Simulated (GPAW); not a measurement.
# Si (P-1) in GPAW: convergence with plane-wave cutoff (eV)

Aim: find how far plane-wave cutoff (eV) must go before the results for Si settle, at PBE. This setting moves, with any that are tied to it; all else stays.

Everything below comes from runs of GPAW 26.7.0. Logs are shortened: lines on timing, memory, paths and dates and some standing lists are left out, and cuts for length are marked. The log counts tension as positive stress, the text compression.

## (1) The crystal as given

The typed cell holds 1 atom: a = 2.663 Å, b = 2.615 Å, c = 2.488 Å, α = 88.18°, β = 90.31°, γ = 122.18°.

This isn't the form of Si at room conditions, which is diamond.

## (2) With plane-wave cutoff (eV) 200

The input, run.py:

```python
from ase.dft.bandgap import bandgap
from ase.io import read, write
from ase.units import GPa
from gpaw import GPAW, PW, setup_paths

setup_paths.insert(0, '.')

atoms = read('Si.xyz')

calc = GPAW(mode=PW(200),
            xc='PBE',
            kpts={'size': (7, 7, 7), 'gamma': True},
            occupations={'name': 'fermi-dirac', 'width': 0.05},
            setups={'Si': 'jth'},
            nbands=-6,
            convergence={'density': 1e-05, 'energy': 1e-05},
            maxiter=100,
            txt='gpaw.txt')
atoms.calc = calc
energy = atoms.get_potential_energy()
forces = atoms.get_forces()
stress = atoms.get_stress()
calc.write('gs.gpw')
write('result.traj', atoms)
print(f'Energy: {energy:.6f} eV')
print('Forces (eV/A):')
print(forces.round(4))
print('Stress (GPa):', (stress / GPa).round(3))
print('Fermi level:', round(calc.get_fermi_level(), 4), 'eV')
print(f'Gap: {bandgap(calc)[0]:.4f} eV, direct: {bandgap(calc, direct=True)[0]:.4f} eV')
```

The input, Si.xyz:

```xyz
1
Lattice="2.6622503000 -0.0362423300 -0.0068309500 -1.3625119300 2.2317606800 0.0418965100 -0.0064290300 0.0418196400 2.4877607300" Properties=species:S:1:pos:R:3 pbc="T T T"
Si     0.0000000000      0.0000000000      0.0000000000
```

Potentials or basis: JTH PAW 2.0, PBE, pw.

The run is started by

```bash
OMP_NUM_THREADS=1 python run.py
```

It took 4.6 s on 1 thread of Arm Neoverse V2, shared host; peak memory 0.11 GiB.

Results:

```
Free energy            : -5.2277 eV
Pressure               : 2.7 GPa
Band gap on the k mesh : none (metal or under the smearing width)
```

## (3) With plane-wave cutoff (eV) 250

run.py, as its differences from that of step 2:

```diff
@@ -9,3 +9,3 @@
 
-calc = GPAW(mode=PW(200),
+calc = GPAW(mode=PW(250),
             xc='PBE',
```

Si.xyz is that of step 2.

Potentials or basis: JTH PAW 2.0, PBE, pw.

The run is started by

```bash
OMP_NUM_THREADS=1 python run.py
```

Wall time 5 s (1 thread of Arm Neoverse V2, shared host); peak memory 0.12 GiB.

Results:

```
Free energy            : -5.2433 eV
Pressure               : 5.7 GPa
Band gap on the k mesh : none (metal or under the smearing width)
```

## (4) With plane-wave cutoff (eV) 300

run.py, as its differences from that of step 3:

```diff
@@ -9,3 +9,3 @@
 
-calc = GPAW(mode=PW(250),
+calc = GPAW(mode=PW(300),
             xc='PBE',
```

Si.xyz is that of step 3.

The run is started by

```bash
OMP_NUM_THREADS=1 python run.py
```

It took 6.2 s on 1 thread of Arm Neoverse V2, shared host; peak memory 0.12 GiB.

Results:

- Free energy: -5.2076 eV
- Pressure: 5.9 GPa
- Band gap on the k mesh: none (metal or under the smearing width)

## (5) With plane-wave cutoff (eV) 350

run.py, as its differences from that of step 4:

```diff
@@ -9,3 +9,3 @@
 
-calc = GPAW(mode=PW(300),
+calc = GPAW(mode=PW(350),
             xc='PBE',
```

Si.xyz is that of step 4.

The run is started by

```bash
OMP_NUM_THREADS=1 python run.py
```

Wall time 8.9 s (1 thread of Arm Neoverse V2, shared host); peak memory 0.12 GiB.

What came out:

```
Free energy            : -5.1734 eV
Pressure               : 4.4 GPa
Band gap on the k mesh : none (metal or under the smearing width)
```

## (6) With plane-wave cutoff (eV) 400

run.py, as its differences from that of step 5:

```diff
@@ -9,3 +9,3 @@
 
-calc = GPAW(mode=PW(350),
+calc = GPAW(mode=PW(400),
             xc='PBE',
```

Si.xyz is that of step 5.

Potentials or basis: JTH PAW 2.0, PBE, pw.

The run is started by

```bash
OMP_NUM_THREADS=1 python run.py
```

It took 11 s on 1 thread of Arm Neoverse V2, shared host; peak memory 0.12 GiB.

What came out:

| Quantity | Value |
| --- | --- |
| Free energy | -5.1666 eV |
| Pressure | 3.5 GPa |
| Band gap on the k mesh | none (metal or under the smearing width) |

## (7) With plane-wave cutoff (eV) 500

run.py, as its differences from that of step 6:

```diff
@@ -9,3 +9,3 @@
 
-calc = GPAW(mode=PW(400),
+calc = GPAW(mode=PW(500),
             xc='PBE',
```

Si.xyz is that of step 6.

The run is started by

```bash
OMP_NUM_THREADS=1 python run.py
```

Run time: 10 s. Hardware: 1 thread of Arm Neoverse V2, shared host; peak memory 0.13 GiB.

It converged, with:

```
Free energy            : -5.1652 eV
Pressure               : 3.6 GPa
Band gap on the k mesh : none (metal or under the smearing width)
```

## (8) With plane-wave cutoff (eV) 600

run.py, as its differences from that of step 7:

```diff
@@ -9,3 +9,3 @@
 
-calc = GPAW(mode=PW(500),
+calc = GPAW(mode=PW(600),
             xc='PBE',
```

Si.xyz is that of step 7.

The run is started by

```bash
OMP_NUM_THREADS=1 python run.py
```

Wall time 12 s (1 thread of Arm Neoverse V2, shared host); peak memory 0.14 GiB.

Results (log left out):

| Item | Value |
| --- | --- |
| Free energy | -5.1597 eV |
| Pressure | 3.5 GPa |
| Band gap on the k mesh | none (metal or under the smearing width) |

## (9) With plane-wave cutoff (eV) 800

run.py, as its differences from that of step 8:

```diff
@@ -9,3 +9,3 @@
 
-calc = GPAW(mode=PW(600),
+calc = GPAW(mode=PW(800),
             xc='PBE',
```

Si.xyz is that of step 8.

Potentials or basis: JTH PAW 2.0, PBE, pw.

The run is started by

```bash
OMP_NUM_THREADS=1 python run.py
```

It took 23 s on 1 thread of Arm Neoverse V2, shared host; peak memory 0.15 GiB.

It converged, with:

```yaml
Free_energy: -5.1577 eV
Pressure: 3.2 GPa
Band_gap_on_the_k_mesh: none (metal or under the smearing width)
```

## (10) With plane-wave cutoff (eV) 1000

run.py, as its differences from that of step 9:

```diff
@@ -9,3 +9,3 @@
 
-calc = GPAW(mode=PW(800),
+calc = GPAW(mode=PW(1000),
             xc='PBE',
```

Si.xyz is that of step 9.

Potentials or basis: JTH PAW 2.0, PBE, pw.

The run is started by

```bash
OMP_NUM_THREADS=1 python run.py
```

gpaw.txt:

```text
__  _  _
 | _ |_)|_||  |
 |__||  | ||/\| - 26.7.0

Input parameters:
  mode=PW(ecut=1000.0),
  convergence={'density': 1e-05, 'energy': 1e-05},
  kpts=MonkhorstPack(size=(7, 7, 7), gamma=True),
  maxiter=100,
  nbands=-6,
  occupations=Occupations(name='fermi-dirac', width=0.05),
  setups={'Si': 'jth'},
  xc=XC(name='PBE')

Diagonalizing LCAO Hamiltonian
Converting LCAO to pw mode

       Si

Atoms  # Å, Bohr magnetons
|   | symbol |        x |        y |        z |    initial magnetic moments |
|---|--------|----------|----------|----------|-----------------------------|
| 0 |     Si | 0.000000 | 0.000000 | 0.000000 | ( 0.0000,  0.0000,  0.0000) |

Unit cell  # Å
| periodic |         x |         y |         z |  lengths |     angles |
|----------|-----------|-----------|-----------|----------|------------|
|      yes |  2.662250 | -0.036242 | -0.006831 | 2.662506 |  88.182938 |
|      yes | -1.362512 |  2.231761 |  0.041897 | 2.615139 |  90.308119 |
|      yes | -0.006429 |  0.041820 |  2.487761 | 2.488121 | 122.182457 |

Number of symmetries: 2
Symmetry operations  # r_c * U_cc + t_c -> r_c
|   | kind |            matrix            |
|---|------|------------------------------|
| 0 |  E   |  1, 0, 0,  0, 1, 0,  0, 0, 1 |
| 1 |  i   | -1, 0, 0,  0,-1, 0,  0, 0,-1 |

BZ-sampling:
  Number of BZ points: 343
  Number of IBZ points: 172

  Monkhorst-Pack size: [7, 7, 7]
  Monkhorst-Pack shift: [0, 0, 0]

K-points  # in reciprocal-cell coordinates
|     |                                coordinates |     weight |
|-----|--------------------------------------------|------------|
|   0 | (  0.00000000,   0.00000000,   0.00000000) | 0.00291545 |
|   1 | (  0.00000000,   0.00000000,   0.14285714) | 0.00583090 |
|   2 | (  0.00000000,   0.00000000,   0.28571429) | 0.00583090 |
|   3 | (  0.00000000,   0.00000000,   0.42857143) | 0.00583090 |
|   4 | (  0.00000000,   0.14285714,  -0.42857143) | 0.00583090 |
|   5 | (  0.00000000,   0.14285714,  -0.28571429) | 0.00583090 |
|   6 | (  0.00000000,   0.14285714,  -0.14285714) | 0.00583090 |
|   7 | (  0.00000000,   0.14285714,   0.00000000) | 0.00583090 |
|   8 | (  0.00000000,   0.14285714,   0.14285714) | 0.00583090 |
|   9 | (  0.00000000,   0.14285714,   0.28571429) | 0.00583090 |
| ... |                                            |            |
| 171 | (  0.42857143,   0.42857143,   0.42857143) | 0.00583090 |

Plane wave coefficients: 1065
Cutoff: 1000.0 eV

Spin-components: 1 (collinear spins)
Bands:           8
Projectors:      4
Spin-degeneracy: 2
Datatype:        complex128

Parallelization:
  kpt:    1
  domain: 1
  band:   1

Density:
  Valence electrons: 4.0
  Components: 1
  Grid points: [20 20 20]
  Charge: 0.0  # |e|

Potential:
  Grid points: [20 20 20]

species:
  Si:
    name:    Silicon
    Z:       14.0
    valence: 4
    core:    10
    charge:  0.0  # [|e|]
    compensation charges:
      type: bessel
      rc: 0.85  # [Å]
      lmax: 2
    cutoffs:
      filter: 1.01  # [Å]
      core: 2.10  # [Å]
    projectors
    | kind |    occ | energy [eV] | rcut [Å] |
    |------|--------|-------------|----------|
    |   3s |  2.000 |     -10.813 |    1.010 |
    |    s |        |      40.817 |    1.010 |
    |   3p |  2.000 |      -4.081 |    1.010 |
    |    p |        |      61.226 |    1.010 |

    Using partial waves for Si as LCAO basis

Reference energy: -7886.862157  # eV

eigensolver:
  PPCG
  Converge bands: occupied
  niter=2

density mixing:
  MSR1-Mixer
  Pratt-step length: 0.05
  Maximum mixing coefficient: 0.75
  Old densities: 10
  SVD Regularization: 0.005
  Good broyden scale: 1.0
  Trust region scale: 1.0
  Backstep threshold: 4.0
  History deletion threshold: 6.0
  Fourier metric: weight=20.0, sigma=0.015

occupation numbers:
  Fermi-Dirac:
    width: 0.0500  # eV

poisson solver:
  ecut: 8000.0  # eV

xc functional:
  name: PBE with 2 nearest neighbor stencil

convergence criteria:
- Maximum integral of absolute [dens]ity change: 1e-05 electrons / valence electron
- Maximum [total energy] change in last 3 cyles: 1e-05 eV / valence electron
- Maximum integral of absolute [eigenst]ate change: 4e-08 eV^2 / valence electron
maximum number of iterations: 100

SCF iterations
|iter     | |      energy | eigst |  dens |
|---------|-|-------------|-------|-------|
|iter:   1| |   -5.164602 | +0.14 |       |
|iter:   2| |   -5.166843 | -2.23 | -1.12 |
|iter:   3| |   -5.156850 | -3.08 | -1.14 |
|iter:   4| |   -5.156326 | -3.54 | -1.64 |
|iter:   5| |   -5.156370 | -3.88 | -2.66 |
|iter:   6| |   -5.156393 | -4.33 | -3.41 |
|iter:   7| |   -5.156400c| -4.76 | -3.96 |
|iter:   8| |   -5.156404c| -4.96 | -4.55 |
|iter:   9| |   -5.156406c| -5.15 | -4.78 |
|iter:  10| |   -5.156407c| -5.52 | -5.12c|
|iter:  11| |   -5.156407c| -6.49 | -5.26c|
|iter:  12| |   -5.156407c| -6.96 | -5.61c|
|iter:  13| |   -5.156407c| -7.19 | -5.92c|
|iter:  14| |   -5.156407c| -7.39 | -6.29c|
|iter:  15| |   -5.156407c| -7.65c| -6.33c|

Converged in 15 steps
Energy contributions relative to reference atoms: (reference = -7886.862157)

Energy contributions:
  Kinetic:           5.839415
  Coulomb:          -4.139189
  Zero:             -0.105506
  External:          0.000000
  Xc:               -6.750065
  Entropy:          -0.002124
  Spinorbit:         0.000000
  ----------------------------
  Free energy:      -5.157469
  Extrapolated:     -5.156407

dipole moment: (-3.850464, -6.661043, -7.511004)  # |e|*Ang

Fermi level: 8.995
Eigenvalues  # (at kpt = [0.000, 0.000, 0.000])
| band index |      eig [eV] | occ [0-2] |
|------------|---------------|-----------|
|          0 |        -5.142 |     2.000 |
|          1 |        16.600 |     0.000 |
|          2 |        16.615 |     0.000 |
|          3 |        19.017 |     0.000 |
|          4 |        20.179 |     0.000 |
|          5 |        20.885 |     0.000 |
|          6 |        22.638 |     0.000 |
|          7 |        26.980 |     0.000 |

No gap
No difference between direct/indirect transitions

Forces  # eV/Ang
|       x |       y |       z |
|---------|---------|---------|
| 0.00000 | 0.00000 | 0.00000 |  # Si   0

Stress tensor  # eV/Ang^3
|         x |         y |         z |
|-----------|-----------|-----------|
| -0.002756 | -0.015555 | -0.001048 |
| -0.015555 | -0.021972 |  0.023204 |
| -0.001048 |  0.023204 | -0.035417 |

# Writing to gs.gpw (mode='')
```

Run time: 22 s. Hardware: 1 thread of Arm Neoverse V2, shared host; peak memory 0.17 GiB.

What came out:

```yaml
Free_energy: -5.1575 eV
Pressure: 3.2 GPa
Band_gap_on_the_k_mesh: none (metal or under the smearing width)
```

## (11) The series at a glance

```
plane-wave cutoff (eV)  energy less the tightest run, at zero smearing (meV/atom)  pressure (GPa)  SCF cycles  CPU time (s)  peak memory (GiB)
                   200                                                     -70.25            2.68           8           4.6               0.11
                   250                                                     -85.86            5.67           8             5               0.12
                   300                                                     -50.17            5.93          10           6.2               0.12
                   350                                                     -15.93            4.42          15           8.9               0.12
                   400                                                      -9.10            3.45          16            11               0.12
                   500                                                      -7.71            3.57          12            10               0.13
                   600                                                      -2.25            3.52          13            12               0.14
                   800                                                      -0.27            3.20          14            23               0.15
                  1000                                                       0.00            3.21          15            22               0.17
```

Against the tightest run, the energy stays within 1 meV/atom from 800 on; the pressure stays within 0.1 GPa from 800 on. The tightest run that finished is the yardstick and may itself not be fully converged.

Caveats: all runs use coarse meshes; the program truncates these outside data sets.
